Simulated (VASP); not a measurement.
# MgSe (Fm-3m) in VASP: notebook

One crystal, MgSe, is run at these levels: PBE; tasks: single point.

All numbers are computed with VASP 6.6.1; they aren't measurements. Logs are shortened: lines on timing, memory, paths and dates and some standing lists are left out, and cuts for length are marked.

### 1 The structure

It takes space group Fm-3m (No. 225, cubic). Conventional cell: a = 5.508 Å, b = 5.508 Å, c = 5.508 Å, α = 90.00°, β = 90.00°, γ = 90.00°. Around Mg (site symmetry m-3m) lie 6 Se at 2.75 Å. Se (site symmetry m-3m) is surrounded by 6 Mg at 2.75 Å.

The cell was built by a generator and needn't be a form met in nature.

### 2 Single point, PBE

The input, INCAR:

```
PREC     = Accurate       # precision mode
ENCUT    = 520            # plane-wave cutoff, eV
EDIFF    = 1E-6           # SCF threshold, eV
ISMEAR   = 0              # smearing method
SIGMA    = 0.02           # smearing width, eV
LREAL    = F              # projectors in reciprocal space
LASPH    = T              # aspherical terms in the spheres
NELM     = 100            # most SCF steps
ALGO     = Normal         # electronic algorithm
ISIF     = 2              # what is computed and relaxed
LWAVE    = F              # write WAVECAR
LCHARG   = F              # write CHGCAR
GGA      = PE             # functional
NBANDS   = 16             # bands
```

The input, KPOINTS:

```
regular mesh
0
Gamma
  8 8 6
```

The input, POSCAR:

```
MgSe
1.0
    3.8949183669      0.0000000000      0.0000000000
    0.0000000000      3.8949183669      0.0000000000
    0.0000000000      0.0000000000      5.5082463704
Mg Se
2 2
Direct
    0.0000000000      0.0000000000      0.0000000000
    0.5000000000      0.5000000000      0.5000000000
    0.5000000000      0.5000000000      0.0000000000
    0.0000000000      0.0000000000      0.5000000000
```

Potentials or basis: VASP PAW PBE potentials, release 64 (Mg, Se).

Command:

```console
> cat potpaw_PBE.64/Mg/POTCAR potpaw_PBE.64/Se/POTCAR > POTCAR
> mpirun -np 1 vasp_std > vasp.out
```

OUTCAR:

```text
PREC = Accurate
   ENCUT = 520
   EDIFF = 1E-6
   ISMEAR = 0
   LREAL = F
   LASPH = T
   NELM = 100
   ISIF = 2
   GGA = PE

 ion  position               nearest neighbor table
   1  0.000  0.000  0.000-   4 2.75   4 2.75   3 2.75   3 2.75   3 2.75   3 2.75
   2  0.500  0.500  0.500-   3 2.75   3 2.75   4 2.75   4 2.75   4 2.75   4 2.75
   3  0.500  0.500  0.000-   2 2.75   2 2.75   1 2.75   1 2.75   1 2.75   1 2.75
   4  0.000  0.000  0.500-   1 2.75   1 2.75   2 2.75   2 2.75   2 2.75   2 2.75

  LATTYP: Found a simple tetragonal cell.
 ALAT       =     3.8949183669
 C/A-ratio  =     1.4142135602

  Lattice vectors:

 A1 = (   3.8949183669,   0.0000000000,   0.0000000000)
 A2 = (   0.0000000000,   3.8949183669,   0.0000000000)
 A3 = (   0.0000000000,   0.0000000000,   5.5082463704)

Analysis of symmetry for initial positions (statically):
=====================================================================
 Subroutine PRICEL returns following result:

  LATTYP: Found a face centered cubic cell.
 ALAT       =     5.5082463746

  Lattice vectors:

 A1 = (  -1.9474591834,  -1.9474591834,  -2.7541231852)
 A2 = (   1.9474591834,  -1.9474591834,  -2.7541231852)
 A3 = (   0.0000000000,  -3.8949183669,   0.0000000000)

   2 primitive cells build up your supercell.

 Routine SETGRP: Setting up the symmetry group for a
 simple tetragonal supercell.

 Subroutine GETGRP returns: Found 16 space group operations
 (whereof 16 operations were pure point group operations)
 out of a pool of 16 trial point group operations.

The static configuration has the point symmetry D_4h.

Analysis of symmetry for dynamics (positions and initial velocities):
=====================================================================
 Subroutine PRICEL returns following result:

  LATTYP: Found a face centered cubic cell.
 ALAT       =     5.5082463746

  Lattice vectors:

 A1 = (  -1.9474591834,  -1.9474591834,  -2.7541231852)
 A2 = (   1.9474591834,  -1.9474591834,  -2.7541231852)
 A3 = (   0.0000000000,  -3.8949183669,   0.0000000000)

   2 primitive cells build up your supercell.

 Routine SETGRP: Setting up the symmetry group for a
 simple tetragonal supercell.
[... 102 lines left out ...]
   LASPH  =      T    aspherical Exc in radial PAW
   ENCUT  =  520.0 eV  38.22 Ry    6.18 a.u.   7.24  7.24 10.24*2*pi/ulx,y,z
   NELM   =    100;   NELMIN=  2; NELMDL= -5     # of ELM steps
   EDIFF  = 0.1E-05   stopping-criterion for ELM
   LREAL  =      F    real-space projection
   EDIFFG = 0.1E-04   stopping-criterion for IOM
   NSW    =      0    number of steps for IOM
   IBRION =     -1    ionic relax: 0-MD 1-quasi-New 2-CG
   NFREE  =      0    steps in history (QN), initial steepest desc. (CG)
   ISIF   =      2    stress and relaxation
   ISYM   =      2    0-nonsym 1-usesym 2-fastsym
   POTIM  = 0.5000    time-step for ionic-motion
   TEBEG  =    0.0;   TEEND  =   0.0 temperature during run
   PSTRESS=    0.0 pullay stress
   NELECT =      16.0000    total number of electrons
   NUPDOWN=      -1.0000    fix difference up-down
   EMIN   =  10.00;   EMAX   =-10.00  energy-range for DOS
   EFERMI =   0.00;   METHOD = LEGACY
   ISMEAR =     0;   SIGMA  =   0.02  broadening in eV -4-tet -1-fermi 0-gaus
   EFERMI_NEDOS =   21; number of points for ismear=-14 and -15
   IALGO  =     38    algorithm
   IMIX   =      4    mixing-type and parameters
     AMIX     =   0.40;   BMIX     =  1.00
     AMIX_MAG =   1.60;   BMIX_MAG =  1.00
  volume/ion in A,a.u.               =      20.89       140.98
  Fermi-wavevector in a.u.,A,eV,Ry     =   0.943579  1.783105 12.113822  0.890341
  Thomas-Fermi vector in A             =   2.071300
   LORBIT       =      0    0 simple, 1 ext, 2 COOP (PROOUT), +10 PAW based schemes
   GGA     = PE    functional components
   LHFCALC =     F    Hartree Fock is set to
   AEXX    =    0.0000 exact exchange contribution
   IVDW    =     0    specifies the selected vdW correction
   LEPSILON=     F    determine dielectric tensor
   LRPA    =     F    only Hartree local field effects (RPA)
 non-spin polarized calculation
 Gauss-broadening in eV      SIGMA  =   0.02
  energy-cutoff  :      520.00
  volume of cell :       83.56
 maximum number of plane-waves:      2316
 NGX is ok and might be reduce to    30
   NGX = 15   NGY = 15   NGZ = 21

 number of electron      16.0000002 magnetization

 Free energy of the ion-electron system (eV)
  ---------------------------------------------------
  ext. energy  EPLUGINS =         0.00000000
  ---------------------------------------------------
  free energy    TOTEN  =       -14.98149209 eV

  energy without entropy =      -14.98149209  energy(sigma->0) =      -14.98149209

 E-fermi :   3.0816     XC(G=0):  -9.3636

 val. band max:        2.9674111842   @ k =   0.0000   0.0000   0.0000
 cond. band min:       4.7163395622   @ k =   0.5000   0.5000   0.0000
 fundamental gap:      1.7489283780
 Fermi energy:         3.0816106484

 k-point     1 :       0.0000    0.0000    0.0000
  band No.  band energies     occupation
      1      -9.8066      2.00000
      2      -8.4583      2.00000
      3      -1.1315      2.00000
      4       1.2558      2.00000
      5       1.2558      2.00000
      6       2.9674      2.00000
[... 433 lines left out ...]
      3      -1.0865      2.00000
      4      -1.0865      2.00000
      5       1.1230      2.00000
      6       1.1230      2.00000
[... 8 lines left out ...]
     15      11.0617      0.00000
     16      11.0617      0.00000

 [... further k-points ...]

------------------------ aborting loop because EDIFF is reached ----------------------------------------

  FORCE on cell =-STRESS in cart. coord.  units (eV):
  Direction    XX          YY          ZZ          XY          YZ          ZX
  --------------------------------------------------------------------------------------
  -------------------------------------------------------------------------------------
  Total       -0.0679034     -0.0679034     -0.0716723      0.0000000      0.0000000     -0.0000000
  in kB       -1.3019425     -1.3019425     -1.3742064      0.0000000      0.0000000     -0.0000000
  external PRESSURE =      -1.3260305 kB  Pullay stress =       0.0000000 kB

 VOLUME and BASIS-vectors are now :
 -----------------------------------------------------------------------------
  energy-cutoff  :      520.00
  volume of cell :       83.56
      direct lattice vectors                 reciprocal lattice vectors
     3.894918367  0.000000000  0.000000000     0.256744790  0.000000000  0.000000000
     0.000000000  3.894918367  0.000000000     0.000000000  0.256744790  0.000000000
     0.000000000  0.000000000  5.508246370     0.000000000  0.000000000  0.181545983

 POSITION                                       TOTAL-FORCE (eV/Angst)
 -----------------------------------------------------------------------------------
      0.00000      0.00000      0.00000         0.000000      0.000000      0.000000
      1.94746      1.94746      2.75412         0.000000      0.000000     -0.000000
      1.94746      1.94746      0.00000        -0.000000     -0.000000     -0.000000
      0.00000      0.00000      2.75412         0.000000      0.000000      0.000000
 -----------------------------------------------------------------------------------
    total drift:                                0.000000      0.000000      0.000000

  FREE ENERGIE OF THE ION-ELECTRON SYSTEM (eV)
  ---------------------------------------------------
  free  energy   TOTEN  =       -14.9814920939 eV

  energy  without entropy=      -14.9814920939  energy(sigma->0) =      -14.98149209
```

OSZICAR:

```text
N       E                     dE             d eps       ncg     rms          rms(c)
DAV:   1     0.602675898297E+02    0.60268E+02   -0.60339E+03  1920   0.812E+02
DAV:   2    -0.105285238054E+02   -0.70796E+02   -0.63731E+02  2720   0.131E+02
DAV:   3    -0.155664177370E+02   -0.50379E+01   -0.50156E+01  2592   0.381E+01
DAV:   4    -0.156058879377E+02   -0.39470E-01   -0.39467E-01  2200   0.408E+00
DAV:   5    -0.156061902411E+02   -0.30230E-03   -0.30229E-03  2584   0.369E-01    0.415E+00
DAV:   6    -0.150696111033E+02    0.53658E+00   -0.59541E-01  2088   0.352E+00    0.259E+00
DAV:   7    -0.149828686193E+02    0.86742E-01   -0.30188E-01  2424   0.252E+00    0.129E+00
DAV:   8    -0.149817352211E+02    0.11334E-02   -0.17386E-02  2136   0.735E-01    0.349E-01
DAV:   9    -0.149815066935E+02    0.22853E-03   -0.38328E-04  2320   0.122E-01    0.182E-01
DAV:  10    -0.149815257669E+02   -0.19073E-04   -0.55140E-04  2224   0.105E-01    0.671E-02
DAV:  11    -0.149814916730E+02    0.34094E-04   -0.78621E-05  2160   0.424E-02    0.178E-02
DAV:  12    -0.149814920939E+02   -0.42089E-06   -0.57544E-06  2400   0.117E-02
   1 F= -.14981492E+02 E0= -.14981492E+02  d E =-.606363E-18
```

stdout:

```text
POSCAR found type information on POSCAR MgSe
 POSCAR found :  2 types and       4 ions
 scaLAPACK will be used
 LDA part: xc-table for (Slater+PW92), standard interpolation
 POSCAR, INCAR and KPOINTS ok, starting setup
 FFT: planning ... GRIDC
 FFT: planning ... GRID_SOFT
 FFT: planning ... GRID
 WAVECAR not read
 entering main loop
```

It took 49 s on 1 thread of AMD EPYC 7R13 (Zen 3), shared host; peak memory 0.2 GiB.

Results:

* Free energy: -14.9815 eV
* Pressure: -0.1 GPa
* Band gap on the k mesh: 1.75 eV

Levels at points of the mesh, in eV from the valence-band top:
```
           k point  band 4  band 5  band 6  band 7  band 8  band 9  band 10  band 11  band 12  band 13
(0.00, 0.00, 0.00)   -1.71   -1.71    0.00    0.00    0.00    1.75     2.39     4.05     7.42     7.42
(0.50, 0.00, 0.00)   -3.76   -2.32   -2.32   -0.59   -0.59    4.76     4.76     6.60     6.60     7.00
(0.50, 0.50, 0.00)   -4.10   -1.71   -1.71   -1.71   -1.71    1.75     1.75     4.05     4.05    11.45
(0.00, 0.00, 0.50)   -2.67   -0.99   -0.99   -0.99   -0.99    3.95     3.95     5.18     5.18     7.24
(0.50, 0.00, 0.50)   -4.78   -0.55   -0.55   -0.55   -0.55    3.79     3.79     6.06     6.06     6.06
(0.50, 0.50, 0.50)   -3.18   -3.18   -3.18   -2.46   -2.46    4.42     4.42     6.87     6.87     7.52
```

### 3 Single point, PBE

The input, INCAR:

```
SYSTEM = MgSe
PREC = Accurate
ENCUT = 520
EDIFF = 1E-7
ISMEAR = 0
SIGMA = 0.02
LREAL = .False.
LASPH = .True.
NELM = 100
ALGO = Fast
ISIF = 2
LWAVE = .False.
LCHARG = .False.
GGA = PE
NBANDS = 16
```

The input, KPOINTS:

```
regular mesh
0
Gamma
  8 8 6
  0 0 0
```

POSCAR is that of step 2.

Potentials or basis: VASP PAW PBE potentials, release 64 (Mg, Se).

Command:

```console
> cat potpaw_PBE.64/Mg/POTCAR potpaw_PBE.64/Se/POTCAR > POTCAR
> mpirun -np 1 vasp_std > vasp.out
```

Wall time 60 s (1 thread of AMD EPYC 7R13 (Zen 3), shared host); peak memory 0.2 GiB.

Results (log left out):

```yaml
Free_energy: -14.9815 eV
Pressure: -0.1 GPa
Band_gap_on_the_k_mesh: 1.75 eV
```

Levels at points of the mesh, in eV from the valence-band top:
| k point | band 6 | band 7 | band 8 | band 9 | band 10 | band 11 |
| --- | --- | --- | --- | --- | --- | --- |
| (0.00, 0.00, 0.00) | 0.00 | 0.00 | 0.00 | 1.75 | 2.39 | 4.05 |
| (0.50, 0.00, 0.00) | -2.32 | -0.59 | -0.59 | 4.76 | 4.76 | 6.60 |
| (0.50, 0.50, 0.00) | -1.71 | -1.71 | -1.71 | 1.75 | 1.75 | 4.05 |
| (0.00, 0.00, 0.50) | -0.99 | -0.99 | -0.99 | 3.95 | 3.95 | 5.18 |
| (0.50, 0.00, 0.50) | -0.55 | -0.55 | -0.55 | 3.79 | 3.79 | 6.06 |
| (0.50, 0.50, 0.50) | -3.18 | -2.46 | -2.46 | 4.42 | 4.42 | 6.87 |

A k mesh can miss the band edges. A hybrid or GW would open this gap; PBE tends to underestimate it.

### 4 Single point, PBE

The input, INCAR:

```
  ALGO = Normal
  EDIFF = 1E-6
  ENCUT = 520
  GGA = PE
  ISIF = 2
  ISMEAR = 0
  LASPH = T
  LCHARG = F
  LREAL = F
  LWAVE = F
  NBANDS = 16
  NELM = 100
  PREC = Accurate
  SIGMA = 0.02
```

The input, KPOINTS:

```
k-points
0
Gamma
  8 8 6
```

POSCAR is that of step 3.

Command:

```console
> cat potpaw_PBE.64/Mg/POTCAR potpaw_PBE.64/Se/POTCAR > POTCAR
> mpirun -np 1 vasp_std > vasp.out
```

It took 50 s on 1 thread of AMD EPYC 7R13 (Zen 3), shared host; peak memory 0.2 GiB.

Results (log left out):

```
Free energy            : -14.9815 eV
Pressure               : -0.1 GPa
Band gap on the k mesh : 1.75 eV
```

Levels at points of the mesh, in eV from the valence-band top:
```tsv
k point	band 4	band 5	band 6	band 7	band 8	band 9	band 10	band 11	band 12	band 13
(0.00, 0.00, 0.00)	-1.71	-1.71	0.00	0.00	0.00	1.75	2.39	4.05	7.42	7.42
(0.50, 0.00, 0.00)	-3.76	-2.32	-2.32	-0.59	-0.59	4.76	4.76	6.60	6.60	7.00
(0.50, 0.50, 0.00)	-4.10	-1.71	-1.71	-1.71	-1.71	1.75	1.75	4.05	4.05	11.45
(0.00, 0.00, 0.50)	-2.67	-0.99	-0.99	-0.99	-0.99	3.95	3.95	5.18	5.18	7.24
(0.50, 0.00, 0.50)	-4.78	-0.55	-0.55	-0.55	-0.55	3.79	3.79	6.06	6.06	6.06
(0.50, 0.50, 0.50)	-3.18	-3.18	-3.18	-2.46	-2.46	4.42	4.42	6.87	6.87	7.52
```
